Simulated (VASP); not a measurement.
# AlN (F-43m) in VASP: relaxation of cell and atoms with PBE

Aim: the relaxation of cell and atoms of AlN with PBE.

All numbers are computed with VASP 6.6.1; they aren't measurements. Logs are shortened: lines on timing, memory, paths and dates and some standing lists are left out, and cuts for length are marked.

## 1. The crystal as given

Symmetry: F-43m, No. 216, cubic system. The conventional cell has a = 4.368 Å, b = 4.368 Å, c = 4.368 Å, α = 90.00°, β = 90.00°, γ = 90.00°. Al (site symmetry -43m) has 4 N at 1.89 Å as nearest neighbours. Around N (site symmetry -43m) lie 4 Al at 1.89 Å.

Measurements of this composition are mostly on another form, of space group No. 186.

## 2. Relaxation of cell and atoms, PBE

Input file INCAR:

```
SYSTEM = AlN
ALGO = Normal ; EDIFF = 1E-7
EDIFFG = -0.004 ; ENCUT = 600
GGA = PE ; IBRION = 2
ISIF = 3 ; ISMEAR = 0
LASPH = .True. ; LCHARG = .False.
LREAL = .False. ; LWAVE = .False.
NELM = 100 ; NSW = 80
PREC = Accurate ; SIGMA = 0.02
```

Input file KPOINTS:

```
k-points
0
Gamma
  10 10 10
  0 0 0
```

Input file POSCAR:

```
AlN
1.0
    0.0000000000      2.1839935600      2.1839935600
    2.1839935600      0.0000000000      2.1839935600
    2.1839935600      2.1839935600      0.0000000000
Al N
1 1
Direct
    0.0000000000      0.0000000000      0.0000000000
    0.7500000000      0.7500000000      0.7500000000
```

Potentials or basis: VASP PAW PBE potentials, release 64 (Al, N).

Started as:

```sh
$ cat potpaw_PBE.64/Al/POTCAR potpaw_PBE.64/N/POTCAR > POTCAR
$ mpirun -np 1 vasp_std > vasp.out
```

OUTCAR:

```text
SYSTEM = AlN
   EDIFF = 1E-7
   EDIFFG = -0.004
   ENCUT = 600
   GGA = PE
   IBRION = 2
   ISIF = 3
   ISMEAR = 0
   LASPH = .True.
   LREAL = .False.
   NELM = 100
   NSW = 80
   PREC = Accurate

 ion  position               nearest neighbor table
   1  0.000  0.000  0.000-   2 1.89   2 1.89   2 1.89   2 1.89
   2  0.750  0.750  0.750-   1 1.89   1 1.89   1 1.89   1 1.89

  LATTYP: Found a face centered cubic cell.
 ALAT       =     4.3679871200

  Lattice vectors:

 A1 = (   0.0000000000,   2.1839935600,   2.1839935600)
 A2 = (   2.1839935600,   0.0000000000,   2.1839935600)
 A3 = (   2.1839935600,   2.1839935600,   0.0000000000)

Analysis of symmetry for initial positions (statically):
=====================================================================
 Subroutine PRICEL returns:
 Original cell was already a primitive cell.

 Routine SETGRP: Setting up the symmetry group for a
 face centered cubic supercell.

 Subroutine GETGRP returns: Found 24 space group operations
 (whereof 24 operations were pure point group operations)
 out of a pool of 48 trial point group operations.

The static configuration has the point symmetry T_d .

Analysis of symmetry for dynamics (positions and initial velocities):
=====================================================================
 Subroutine PRICEL returns:
 Original cell was already a primitive cell.

 Routine SETGRP: Setting up the symmetry group for a
 face centered cubic supercell.

 Subroutine GETGRP returns: Found 24 space group operations
 (whereof 24 operations were pure point group operations)
 out of a pool of 48 trial point group operations.

The dynamic configuration has the point symmetry T_d .

 Subroutine INISYM returns: Found 24 space group operations
 (whereof 24 operations are pure point group operations),
 and found     1 'primitive' translations

----------------------------------------------------------------------------------------

                                     Primitive cell

  volume of cell :      20.8345

  direct lattice vectors                    reciprocal lattice vectors
     0.000000000  2.183993560  2.183993560    -0.228938404  0.228938404  0.228938404
     2.183993560  0.000000000  2.183993560     0.228938404 -0.228938404  0.228938404
     2.183993560  2.183993560  0.000000000     0.228938404  0.228938404 -0.228938404

  length of vectors
     3.088633313  3.088633313  3.088633313     0.396532948  0.396532948  0.396532948

  position of ions in fractional coordinates (direct lattice)
     0.000000000  0.000000000  0.000000000
     0.750000000  0.750000000  0.750000000

  ion indices of the primitive-cell ions
   primitive index   ion index
                 1           1
                 2           2

----------------------------------------------------------------------------------------

 KPOINTS: k-points

Automatic generation of k-mesh.
 Grid dimensions read from file:
 generate k-points for:   10   10   10

 Generating k-lattice:

  Cartesian coordinates                     Fractional coordinates (reciprocal lattice)
    -0.022893840  0.022893840  0.022893840     0.100000000  0.000000000  0.000000000
     0.022893840 -0.022893840  0.022893840     0.000000000  0.100000000  0.000000000
     0.022893840  0.022893840 -0.022893840     0.000000000  0.000000000  0.100000000

  Length of vectors
     0.039653295  0.039653295  0.039653295

  Shift w.r.t. Gamma in fractional coordinates (k-lattice)
     0.000000000  0.000000000  0.000000000

 Subroutine IBZKPT returns following result:
 ===========================================

 Found     47 irreducible k-points:

 Following reciprocal coordinates:
            Coordinates               Weight
  0.000000  0.000000  0.000000      1.000000
  0.100000  0.000000  0.000000      8.000000
  0.200000  0.000000  0.000000      8.000000
  0.300000  0.000000  0.000000      8.000000
  0.400000  0.000000  0.000000      8.000000
  0.500000  0.000000  0.000000      4.000000
[... 16 lines left out ...]
  0.300000  0.300000  0.000000      6.000000
  0.400000  0.300000  0.000000     24.000000
 [... further k-points ...]
   k-points           NKPTS =     47   k-points in BZ     NKDIM =     47   number of bands    NBANDS=      8
   number of dos      NEDOS =    301   number of ions     NIONS =      2
   total plane-waves  NPLWV =  21952
   dimension x,y,z NGX =    28 NGY =   28 NGZ =   28
   dimension x,y,z NGXF=    56 NGYF=   56 NGZF=   56
   ions per type =               1   1
   NGX,Y,Z   is equivalent  to a cutoff of  15.07, 15.07, 15.07 a.u.
   NGXF,Y,Z  is equivalent  to a cutoff of  30.14, 30.14, 30.14 a.u.
 SYSTEM =  AlN
   PREC   = accura    normal or accurate (medium, high low for compatibility)
   ISTART =      0    job   : 0-new  1-cont  2-samecut
   ICHARG =      2    charge: 1-file 2-atom 10-const
   ISPIN  =      1    spin polarized calculation?
   LNONCOLLINEAR =      F non collinear calculations
   LSORBIT =      F    spin-orbit coupling
   LASPH  =      T    aspherical Exc in radial PAW
   ENCUT  =  600.0 eV  44.10 Ry    6.64 a.u.   6.17  6.17  6.17*2*pi/ulx,y,z
   NELM   =    100;   NELMIN=  2; NELMDL= -5     # of ELM steps
   EDIFF  = 0.1E-06   stopping-criterion for ELM
   LREAL  =      F    real-space projection
   EDIFFG = -.4E-02   stopping-criterion for IOM
   NSW    =     80    number of steps for IOM
   IBRION =      2    ionic relax: 0-MD 1-quasi-New 2-CG
   NFREE  =      1    steps in history (QN), initial steepest desc. (CG)
   ISIF   =      3    stress and relaxation
   ISYM   =      2    0-nonsym 1-usesym 2-fastsym
   POTIM  = 0.5000    time-step for ionic-motion
   TEBEG  =    0.0;   TEEND  =   0.0 temperature during run
   PSTRESS=    0.0 pullay stress
   NELECT =       8.0000    total number of electrons
   NUPDOWN=      -1.0000    fix difference up-down
   EMIN   =  10.00;   EMAX   =-10.00  energy-range for DOS
   EFERMI =   0.00;   METHOD = LEGACY
   ISMEAR =     0;   SIGMA  =   0.02  broadening in eV -4-tet -1-fermi 0-gaus
   EFERMI_NEDOS =   21; number of points for ismear=-14 and -15
   IALGO  =     38    algorithm
   IMIX   =      4    mixing-type and parameters
     AMIX     =   0.40;   BMIX     =  1.00
     AMIX_MAG =   1.60;   BMIX_MAG =  1.00
  volume/ion in A,a.u.               =      10.42        70.30
  Fermi-wavevector in a.u.,A,eV,Ry     =   1.189899  2.248583 19.263943  1.415860
  Thomas-Fermi vector in A             =   2.325996
   LORBIT       =      0    0 simple, 1 ext, 2 COOP (PROOUT), +10 PAW based schemes
   GGA     = PE    functional components
   LHFCALC =     F    Hartree Fock is set to
   AEXX    =    0.0000 exact exchange contribution
   IVDW    =     0    specifies the selected vdW correction
   LEPSILON=     F    determine dielectric tensor
   LRPA    =     F    only Hartree local field effects (RPA)
 conjugate gradient relaxation of ions
 non-spin polarized calculation
 Gauss-broadening in eV      SIGMA  =   0.02
  energy-cutoff  :      600.00
  volume of cell :       20.83
 maximum number of plane-waves:       725
 NGX is ok and might be reduce to    28
   NGX = 13   NGY = 13   NGZ = 13

--------------------------------------- Ionic step        1  -------------------------------------------

 number of electron       7.9999999 magnetization

 Free energy of the ion-electron system (eV)
  ---------------------------------------------------
  ext. energy  EPLUGINS =         0.00000000
  ---------------------------------------------------
  free energy    TOTEN  =       -14.84195167 eV

  energy without entropy =      -14.84195167  energy(sigma->0) =      -14.84195167

------------------------ aborting loop because EDIFF is reached ----------------------------------------

  FORCE on cell =-STRESS in cart. coord.  units (eV):
  Direction    XX          YY          ZZ          XY          YZ          ZX
  --------------------------------------------------------------------------------------
  -------------------------------------------------------------------------------------
  Total        0.5821388      0.5821388      0.5821388     -0.0000000      0.0000000     -0.0000000
  in kB       44.7664920     44.7664920     44.7664920     -0.0000000      0.0000000     -0.0000000
  external PRESSURE =      44.7664920 kB  Pullay stress =       0.0000000 kB
[... 57 lines left out ...]
  energy  without entropy=      -14.8433754118  energy(sigma->0) =      -14.84337541

--------------------------------------- Ionic step        3  -------------------------------------------

 number of electron       8.0000000 magnetization

 Free energy of the ion-electron system (eV)
  ---------------------------------------------------
  ext. energy  EPLUGINS =         0.00000000
  ---------------------------------------------------
  free energy    TOTEN  =       -14.84832694 eV

  energy without entropy =      -14.84832694  energy(sigma->0) =      -14.84832694

 E-fermi :   5.8706     XC(G=0): -10.8376

 val. band max:        5.7624958995   @ k =   0.0000   0.0000   0.0000
 cond. band min:       9.0690392608   @ k =   0.5000   0.5000   0.0000
 fundamental gap:      3.3065433613
 Fermi energy:         5.8706014102

 k-point     1 :       0.0000    0.0000    0.0000
  band No.  band energies     occupation
      1      -9.0916      2.00000
      2       5.7625      2.00000
      3       5.7625      2.00000
      4       5.7625      2.00000
      5       9.7640      0.00000
      6      18.1054      0.00000
      7      18.1054      0.00000
      8      18.1054      0.00000
[... 243 lines left out ...]
 k-point    24 :       0.4000    0.3000    0.0000
  band No.  band energies     occupation
      1      -7.1445      2.00000
      2       1.6588      2.00000
      3       4.0849      2.00000
      4       4.3783      2.00000
      5      10.6291      0.00000
      6      15.1482      0.00000
      7      17.7550      0.00000
      8      20.1087      0.00000

 [... further k-points ...]

------------------------ aborting loop because EDIFF is reached ----------------------------------------

  FORCE on cell =-STRESS in cart. coord.  units (eV):
  Direction    XX          YY          ZZ          XY          YZ          ZX
  --------------------------------------------------------------------------------------
  -------------------------------------------------------------------------------------
  Total       -0.0004276     -0.0004276     -0.0004276      0.0000000     -0.0000000      0.0000000
  in kB       -0.0321624     -0.0321624     -0.0321624      0.0000000     -0.0000000      0.0000000
  external PRESSURE =      -0.0321624 kB  Pullay stress =       0.0000000 kB
[... 17 lines left out ...]
  FREE ENERGIE OF THE ION-ELECTRON SYSTEM (eV)
  ---------------------------------------------------
  free  energy   TOTEN  =       -14.8483269369 eV

  energy  without entropy=      -14.8483269369  energy(sigma->0) =      -14.84832694

 reached required accuracy - stopping structural energy minimisation
```

Run time: 20 s. Hardware: 1 thread of Intel Xeon Platinum 8375C at 2.90GHz (Ice Lake), shared host; peak memory 0.16 GiB.

What came out:

* Free energy: -14.8483 eV
* Relaxed volume: 10.65 Å³/atom
* Relaxed cell: a = 3.112 Å, b = 3.112 Å, c = 3.112 Å, α = 60.00°, β = 60.00°, γ = 60.00°
* Space group after relaxing (to 0.05 Å): F-43m (No. 216)
* Energy gained by relaxing: 3.2 meV/atom
* Ionic steps: 3
* Pressure after relaxing: 0.0 GPa
* Band gap on the k mesh: 3.31 eV, indirect (least direct gap 4.00 eV)

Step by step:
```tsv
step	energy change (eV)	largest force (eV/Å)	pressure (GPa)	volume (Å³)
1	0.0000	0.0000	4.48	20.83
2	-0.0014	0.0000	-3.67	21.72
3	-0.0064	0.0000	0.00	21.30
```

Final structure:
```
Al N
1.0
     0.00000    2.20017    2.20017
     2.20017    0.00000    2.20017
     2.20017    2.20017    0.00000
Al N
1 1
Direct
  0.00000 0.00000 0.00000
  0.75000 0.75000 0.75000
```

Levels at points of the mesh, in eV from the valence-band top:
```tsv
k point	band 1	band 2	band 3	band 4	band 5	band 6	band 7	band 8
(0.00, 0.00, 0.00)	-14.85	0.00	0.00	0.00	4.00	12.34	12.34	12.34
(0.50, 0.00, 0.00)	-12.87	-5.76	-0.48	-0.48	7.18	9.71	11.01	11.01
(0.50, 0.50, 0.00)	-12.26	-4.84	-1.75	-1.75	3.31	8.48	13.66	15.46
```

A k mesh can miss the band edges. Expect the measured gap to be larger: semilocal functionals such as PBE lack the derivative discontinuity.
